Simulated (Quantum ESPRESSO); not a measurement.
CoO:

```
Co O
1.0
     0.00000    2.13150    2.13150
     2.13150    0.00000    2.13150
     2.13150    2.13150    0.00000
Co O
1 1
Direct
  0.00000 0.00000 0.00000
  0.50000 0.50000 0.50000
```

Base run:

```yaml
Program: Quantum ESPRESSO 7.5
Functional: PBE
Potentials_or_basis: SSSP 1.3 efficiency PBE
Cutoff: 748 eV
Density_cutoff: 5987 eV
k_mesh: 11 × 11 × 11
Occupations: fermi-dirac, width 0.05 eV
Spin: collinear spin, ferromagnetic start
Starting_moments: "[2.0, 0.0] μB"
```

Its results: band gap on the k mesh none (metal or under the smearing width); net moment 2.99 μB per cell; site moments Co +2.55; O +0.34 μB.

Problem. The run is repeated on the same cell with these changes: potentials or basis from SSSP 1.3 efficiency PBE to SG15 PBE 1.2; cutoff from 748 eV to 952 eV; density cutoff from 5987 eV to 3810 eV; k mesh from 11 × 11 × 11 to 4 × 4 × 4. What comes out?

Solution. Band gap on the k mesh none (metal or under the smearing width); net moment 2.89 μB per cell; site moments Co +2.47; O +0.31 μB.

Caveats: some runs use coarse meshes; a cell with one magnetic atom can't hold antiferromagnetic order, which such compounds often take; semilocal functionals often make such compounds metallic where correlation or magnetic order opens a gap, which also shifts bond lengths.
